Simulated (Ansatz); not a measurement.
An input for Ansatz 0.2.0 (La):

Contents of run.py:

```python
import json

import ase.io
import numpy as np
import spglib

import ansatz as az

atoms = ase.io.read("La.cif")
cell, frac, numbers = spglib.find_primitive((atoms.cell[:], atoms.get_scaled_positions(), atoms.numbers), symprec=1e-5)
atoms = ase.Atoms(numbers, cell=cell, scaled_positions=frac, pbc=True)

calculation = (
    az.Crystal.from_ase(atoms)
    .calculation()
    .kpoint(9, 9, 9)
    .functional("revpbe")
    .pseudopotentials(kind="paw")
    .occupations(method="fermi_dirac", width=0.05)
    .xc_energy_on_converged_density(("lda", "pbe", "pbesol", "rpbe", "blyp", "r2scan"))
    .forces()
    .stress()
    .band_table(publish=True)
)
outcome = calculation.run(threads=2, events_out="events.jsonl")

report = outcome.report
for line in open("events.jsonl"):
    event = json.loads(line)
    if event["event"] == "scf_iter":
        d = event["data"]
        print(f"SCF {d['iter']:3d}  HF = {d['harris_foulkes_ev']:.6f} eV  dr2 = {d['dr2_ev']:.2e} eV")
    elif event["event"] in ("relax_step", "md_step"):
        d = event["data"]
        print(f"{event['event']} {d['step']:3d}  E = {d['lagrangian_ev']:.6f} eV")
np.set_printoptions(precision=5, suppress=True, linewidth=110)
print("converged:", report["converged"], "after", report["n_iterations"], "iterations")
print(f"free energy {report['free_energy_ev']:.6f} eV, Fermi level {report['fermi_energy_ev']:.4f} eV")
for key in ("band_edges_ev", "magnetization_mub", "site_moments_mub", "site_moments_nc_mub", "forces_ev_ang",
                "stress_gpa", "kpoints_frac", "eigenvalues_ev"):
    if report.get(key) is not None:
        print(key, np.array(report[key]), sep="\n")
```

La.cif

```cif
data_La
_cell_length_a 4.24766214
_cell_length_b 4.24766214
_cell_length_c 4.24766214
_cell_angle_alpha 90.00000000
_cell_angle_beta 90.00000000
_cell_angle_gamma 90.00000000
_space_group_name_H-M_alt 'Im-3m'
_space_group_name_Hall '-I 4 2 3'
_space_group_IT_number 229
loop_
_space_group_symop_operation_xyz
'x,y,z'
'-x,-y,-z'
'-y,x,z'
'y,-x,-z'
'-x,-y,z'
'x,y,-z'
'y,-x,z'
'-y,x,-z'
'x,-y,-z'
'-x,y,z'
'-y,-x,-z'
'y,x,z'
'-x,y,-z'
'x,-y,z'
'y,x,-z'
'-y,-x,z'
'z,x,y'
'-z,-x,-y'
'z,-y,x'
'-z,y,-x'
'z,-x,-y'
'-z,x,y'
'z,y,-x'
'-z,-y,x'
'-z,x,-y'
'z,-x,y'
'-z,-y,-x'
'z,y,x'
'-z,-x,y'
'z,x,-y'
'-z,y,x'
'z,-y,-x'
'y,z,x'
'-y,-z,-x'
'x,z,-y'
'-x,-z,y'
'-y,z,-x'
'y,-z,x'
'-x,z,y'
'x,-z,-y'
'-y,-z,x'
'y,z,-x'
'-x,-z,-y'
'x,z,y'
'y,-z,-x'
'-y,z,x'
'x,-z,y'
'-x,z,-y'
'x+1/2,y+1/2,z+1/2'
'-x+1/2,-y+1/2,-z+1/2'
'-y+1/2,x+1/2,z+1/2'
'y+1/2,-x+1/2,-z+1/2'
'-x+1/2,-y+1/2,z+1/2'
'x+1/2,y+1/2,-z+1/2'
'y+1/2,-x+1/2,z+1/2'
'-y+1/2,x+1/2,-z+1/2'
'x+1/2,-y+1/2,-z+1/2'
'-x+1/2,y+1/2,z+1/2'
'-y+1/2,-x+1/2,-z+1/2'
'y+1/2,x+1/2,z+1/2'
'-x+1/2,y+1/2,-z+1/2'
'x+1/2,-y+1/2,z+1/2'
'y+1/2,x+1/2,-z+1/2'
'-y+1/2,-x+1/2,z+1/2'
'z+1/2,x+1/2,y+1/2'
'-z+1/2,-x+1/2,-y+1/2'
'z+1/2,-y+1/2,x+1/2'
'-z+1/2,y+1/2,-x+1/2'
'z+1/2,-x+1/2,-y+1/2'
'-z+1/2,x+1/2,y+1/2'
'z+1/2,y+1/2,-x+1/2'
'-z+1/2,-y+1/2,x+1/2'
'-z+1/2,x+1/2,-y+1/2'
'z+1/2,-x+1/2,y+1/2'
'-z+1/2,-y+1/2,-x+1/2'
'z+1/2,y+1/2,x+1/2'
'-z+1/2,-x+1/2,y+1/2'
'z+1/2,x+1/2,-y+1/2'
'-z+1/2,y+1/2,x+1/2'
'z+1/2,-y+1/2,-x+1/2'
'y+1/2,z+1/2,x+1/2'
'-y+1/2,-z+1/2,-x+1/2'
'x+1/2,z+1/2,-y+1/2'
'-x+1/2,-z+1/2,y+1/2'
'-y+1/2,z+1/2,-x+1/2'
'y+1/2,-z+1/2,x+1/2'
'-x+1/2,z+1/2,y+1/2'
'x+1/2,-z+1/2,-y+1/2'
'-y+1/2,-z+1/2,x+1/2'
'y+1/2,z+1/2,-x+1/2'
'-x+1/2,-z+1/2,-y+1/2'
'x+1/2,z+1/2,y+1/2'
'y+1/2,-z+1/2,-x+1/2'
'-y+1/2,z+1/2,x+1/2'
'x+1/2,-z+1/2,y+1/2'
'-x+1/2,z+1/2,-y+1/2'
loop_
_atom_site_label
_atom_site_type_symbol
_atom_site_symmetry_multiplicity
_atom_site_Wyckoff_symbol
_atom_site_fract_x
_atom_site_fract_y
_atom_site_fract_z
_atom_site_occupancy
La1 La 2 a 0.0000000000 0.0000000000 0.0000000000 1
```

Potentials or basis: Ansatz PAW.

Command:

```bash
$ python run.py
```

Task: What does the program do with it?

Result: The run stopped without a result. It printed:

Output:

```text
Traceback (most recent call last):
  File "run.py", line 16, in <module>
AttributeError: 'Calculation' object has no attribute 'kpoint'. Did you mean: 'kpoints'?
```
